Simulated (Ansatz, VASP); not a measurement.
This is a calculation of KBr for VASP 6.6.1.

The input INCAR:

```
SYSTEM = KBr
PREC = Accurate
ENCUT = 600
EDIFF = 1E-6
ISMEAR = -1
SIGMA = 0.05
LREAL = .FALSE.
LASPH = .TRUE.
NELM = 80
ALGO = Normal
ISIF = 3
LWAVE = .FALSE.
LCHARG = .FALSE.
GGA = RP
IVDW = 12
IBRION = 2
NSW = 80
EDIFFG = -0.02
```

KPOINTS

```
Automatic mesh
0
G
  7 7 7
  0 0 0
```

Contents of POSCAR:

```
KBr
1.0
    0.0000000000      3.3000000000      3.3000000000
    3.3000000000      0.0000000000      3.3000000000
    3.3000000000      3.3000000000      0.0000000000
Br K
1 1
Direct
    0.5000000000      0.5000000000      0.5000000000
    0.0000000000      0.0000000000      0.0000000000
```

Potentials or basis: VASP PAW PBE potentials, release 64 (Br, K_sv).

Run with:

```sh
$ cat potpaw_PBE.64/Br/POTCAR potpaw_PBE.64/K_sv/POTCAR > POTCAR
$ mpirun -np 1 vasp_std > vasp.out
```

Problem. Set up the same calculation for Ansatz 0.2.0. Potentials there: all-electron LAPW, scalar-relativistic.

Solution. As run (the cutoff follows the program's own potentials):

File input.yaml:

```yaml
crystal:
  lattice:
    - [0.0, 3.3, 3.3]
    - [3.3, 0.0, 3.3]
    - [3.3, 3.3, 0.0]
  atoms:
    - { symbol: Br, position: [0.5, 0.5, 0.5] }
    - { symbol: K, position: [0.0, 0.0, 0.0] }
kpoints:
  mp_grid: { grid: [7, 7, 7] }
scf:
  occupations: { method: fermi_dirac, width: 0.05 }
hamiltonian:
  xc: rpbe
  dispersion: d3bj
  pseudopotentials: { kind: all_electron, lapw: { basis_error: 0.001 } }
output:
  forces: true
  stress: true
relax:
  f_tol: 0.02
  max_steps: 60
  cell: {}
```

Potentials or basis: all-electron LAPW, scalar-relativistic.

Command:

```bash
$ ansatz run input.yaml --threads 1 --pin off --max-ram 3072MiB --backend cpu --events-out ev --progress --plain --runs-dir out
```

Both were run:

|  | VASP | Ansatz | Ansatz less VASP |
| --- | --- | --- | --- |
| relaxed volume (Å³/atom) | 27.42 | 27.22 | -0.201 |
| relaxed cell length with the largest relative difference (Å) | 4.265 | 4.254 | -0.0105 |
| energy change over the relaxation (meV/atom) | -165 | -170 | -5.4 |

Ansatz ran all-electron here, so the differences hold the error of VASP's frozen core and of both bases.

Caveats: the volume moved by over 15 % at a fixed basis, so the end points are rough; the volume moved by -24 % from the deposited cell, more than functionals usually miss; the PAW data sets were made with another functional, which shifts forces and pressure a little (VASP). A k mesh can miss the band edges.
